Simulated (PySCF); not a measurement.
# One shape, several levels: C4H8 (1-butene)

We compute a comparison of 5 runs (HF/6-31G, HF/def2-SVP, r2SCAN/def2-SVP, M06-2X/def2-TZVP, MP2/6-31+G*) of C4H8 (1-butene). 

The calculation is run with PySCF 2.14.0.

### 1 Starting point

C4H8 has 12 atoms, charge 0, and is taken as a singlet. SMILES: `C=CCC`. The coordinates come from a PBE0-D4/def2-TZVP relaxation. This is one conformer, not always the lowest.

Bond lengths: C1–C2 1.325 Å, C2–C3 1.492 Å, C3–C4 1.525 Å, C1–H5 1.086 Å, C1–H6 1.084 Å, C2–H7 1.090 Å, C3–H8 1.094 Å, C3–H9 1.097 Å, C4–H10 1.093 Å, C4–H11 1.092 Å, C4–H12 1.092 Å. Some angles: C1–C2–C3 125.3°, C2–C3–C4 112.5°, C1–C2–H7 118.9°, C3–C2–H7 115.8°, C2–C1–H5 121.3°, C2–C1–H6 121.7°, C2–C3–H8 109.5°, C2–C3–H9 109.0°, C4–C3–H8 110.2°, C4–C3–H9 108.9°.

### 2 Energy and gradient at HF/6-31G (run 1)

Contents of mol.xyz:

```xyz
12

C     -0.102800     1.905000     0.560800
C      0.327700     0.889700    -0.174300
C     -0.446000    -0.352500    -0.465500
C      0.258200    -1.608200     0.036200
H     -1.092900     1.899200     1.007100
H      0.512900     2.778300     0.742300
H      1.330000     0.935100    -0.599700
H     -1.442300    -0.274800    -0.019600
H     -0.593000    -0.436900    -1.549400
H      1.253200    -1.704600    -0.406500
H      0.380200    -1.579000     1.121300
H     -0.308300    -2.506700    -0.218800
```

Contents of job.py:

```python
from pyscf import gto

mol = gto.Mole()
mol.atom = 'mol.xyz'
mol.max_memory = 1860
mol.spin = 0
mol.verbose = 4
mol.basis = '6-31g'
mol.build()

mf = mol.RHF()
mf.conv_tol = 1e-10
mf.kernel()
if not mf.converged:
    mf = mf.newton().run(mf.mo_coeff, mf.mo_occ)

energy = mf.e_tot
print('E = %.10f Eh' % energy)
grad = mf.nuc_grad_method().kernel()
mf.analyze()
```

Launch:

```bash
$ OMP_NUM_THREADS=1 python job.py
```

What it wrote:

```text
PySCF version 2.14.0

[... 81 lines left out ...]
Nuclear Repulsion Energy =             117.580101148380649
[... 8 lines left out ...]
MO #3   energy= -11.2188894839224  occ= 2
[... 6 lines left out ...]
MO #10  energy= -0.606472656533362 occ= 2
[... 6 lines left out ...]
MO #17  energy= 0.182848197157977  occ= 0
[... 6 lines left out ...]
MO #24  energy= 0.339220837526621  occ= 0
[... 6 lines left out ...]
MO #31  energy= 0.762361068039036  occ= 0
[... 6 lines left out ...]
MO #38  energy= 1.00245032711944   occ= 0
[... 6 lines left out ...]
MO #45  energy= 1.24338524716574   occ= 0
[... 6 lines left out ...]
MO #52  energy= 1.7843437361955    occ= 0
[... 67 lines left out ...]
Dipole moment(X, Y, Z, Debye):  0.01679, -0.30768, -0.14775
```

Wall time 8.7 s (1 thread of Intel Xeon at 2.50GHz (Skylake/Cascade Lake), shared host); peak memory 0.13 GiB.

### 3 Energy and forces at HF/def2-SVP (run 2)

Contents of input.xyz:

```xyz
12
C4H8
C     -0.102800     1.905000     0.560800
C      0.327700     0.889700    -0.174300
C     -0.446000    -0.352500    -0.465500
C      0.258200    -1.608200     0.036200
H     -1.092900     1.899200     1.007100
H      0.512900     2.778300     0.742300
H      1.330000     0.935100    -0.599700
H     -1.442300    -0.274800    -0.019600
H     -0.593000    -0.436900    -1.549400
H      1.253200    -1.704600    -0.406500
H      0.380200    -1.579000     1.121300
H     -0.308300    -2.506700    -0.218800
```

Contents of run.py:

```python
from pyscf import gto, scf

mol = gto.M(
    atom='input.xyz',
    max_memory=1860,
    basis='def2-svp',
    spin=0,
    verbose=4,
)

calc0 = scf.RHF(mol)
calc0.conv_tol = 1e-10
calc0.kernel()
if not calc0.converged:
    calc0 = calc0.newton().run(calc0.mo_coeff, calc0.mo_occ)

e_final = calc0.e_tot
print('Final energy', e_final)
grad = calc0.nuc_grad_method().kernel()
dip = calc0.dip_moment()
pop, q = calc0.mulliken_pop()
```

Launch:

```bash
$ OMP_NUM_THREADS=1 python run.py
```

What it wrote:

```text
PySCF version 2.14.0

[... 66 lines left out ...]
converged SCF energy = -155.99663448311
Final energy -155.99663448310963
[... 11 lines left out ...]
Dipole moment(X, Y, Z, Debye): -0.00220, -0.32161, -0.14285
[... 109 lines left out ...]
charge of   11H =      0.03414
```

Run time: 18 s. Hardware: 1 thread of Intel Xeon at 2.50GHz (Skylake/Cascade Lake), shared host; peak memory 0.2 GiB.

Runs 3 to 4 aren't shown in full; the table further down has their settings and results.

### 4 Energy and gradient at MP2/6-31+G(d) (spherical functions) (run 5)

Contents of input.py:

```python
# C=CCC
from pyscf import gto, mp

system = gto.M(
    atom=[
    ('C', (-0.102800, 1.905000, 0.560800)),
    ('C', (0.327700, 0.889700, -0.174300)),
    ('C', (-0.446000, -0.352500, -0.465500)),
    ('C', (0.258200, -1.608200, 0.036200)),
    ('H', (-1.092900, 1.899200, 1.007100)),
    ('H', (0.512900, 2.778300, 0.742300)),
    ('H', (1.330000, 0.935100, -0.599700)),
    ('H', (-1.442300, -0.274800, -0.019600)),
    ('H', (-0.593000, -0.436900, -1.549400)),
    ('H', (1.253200, -1.704600, -0.406500)),
    ('H', (0.380200, -1.579000, 1.121300)),
    ('H', (-0.308300, -2.506700, -0.218800)),
],
    charge=0,
    basis='6-31+g*',
    spin=0,
    verbose=4,
    max_memory=1860,
)

myscf = system.RHF()
myscf.conv_tol = 1e-10
myscf.kernel()
if not myscf.converged:
    myscf = myscf.newton().run(myscf.mo_coeff, myscf.mo_occ)

pt = mp.MP2(myscf, frozen=4).run()
e_final = pt.e_tot
print('Final energy', e_final)
grad = pt.nuc_grad_method().kernel()
myscf.analyze()
```

Launch:

```bash
$ OMP_NUM_THREADS=1 python input.py
```

What it wrote:

```text
PySCF version 2.14.0

[... 96 lines left out ...]
MO #4   energy= -11.2147632329255  occ= 2
[... 11 lines left out ...]
MO #16  energy= -0.359209821505817 occ= 2
[... 11 lines left out ...]
MO #28  energy= 0.186156303405761  occ= 0
[... 11 lines left out ...]
MO #40  energy= 0.442581627950725  occ= 0
[... 11 lines left out ...]
MO #52  energy= 1.00281461976774   occ= 0
[... 11 lines left out ...]
MO #64  energy= 1.38487806524988   occ= 0
[... 11 lines left out ...]
MO #76  energy= 2.30068866172462   occ= 0
[... 11 lines left out ...]
MO #88  energy= 3.27060366041299   occ= 0
[... 103 lines left out ...]
Dipole moment(X, Y, Z, Debye): -0.03306, -0.35336, -0.16203
```

Run time: 35 s. Hardware: 1 thread of Intel Xeon at 2.50GHz (Skylake/Cascade Lake), shared host; peak memory 0.54 GiB.

### 5 Overview of the runs

| run | level | integration grid | frozen core orbitals | energy (Eh) | dipole moment (D) of the reference | HOMO energy (eV) | LUMO energy (eV) | wall time |
| --- | --- | --- | --- | --- | --- | --- | --- | --- |
| 1 | HF/6-31G | – | – | -156.045867 | 0.34 | -9.66 | 4.98 | 8.7 s |
| 2 | HF/def2-SVP | – | – | -155.996634 | 0.35 | -9.81 | 4.56 | 18 s |
| 3 | r2SCAN/def2-SVP | 5 | – | -156.994605 | 0.42 | -6.39 | -0.22 | 100 s |
| 4 | M06-2X/def2-TZVP | 5 | – | -157.190441 | 0.39 | -8.60 | 1.28 | 5.1 min |
| 5 | MP2/6-31+G* (spherical functions) | – | 4 | -156.624472 | 0.39 | -9.77 | 2.32 | 35 s |

### 6 Outcome

| quantity | value |
| --- | --- |
| run 5: total energy | -156.62447 Eh |
| run 5: dipole moment (Hartree–Fock density) | 0.39 D |
| run 5: HOMO energy (Hartree–Fock orbitals) | -9.77 eV |
| run 5: LUMO energy (Hartree–Fock orbitals) | 2.32 eV |
| run 5: HOMO–LUMO gap (Hartree–Fock orbitals) | 12.09 eV |
| run 5: correlation energy (4 core orbitals frozen) | -515.2 mEh |
| run 5: largest force on an atom | 1.025 eV/Å |

What this shows: Over runs 1, 2, 3, 4 the dipole moment (its size) runs from 0.34 D (HF/6-31G) to 0.42 D (r2SCAN/def2-SVP). The two ends differ in method and basis. Over runs 1, 2, 3, 4 the HOMO–LUMO gap runs from 6.17 eV (r2SCAN/def2-SVP) to 14.64 eV (HF/6-31G). Totals of different functionals can't be ranked against each other. All runs together took 7.8 min, the longest 5.1 min.
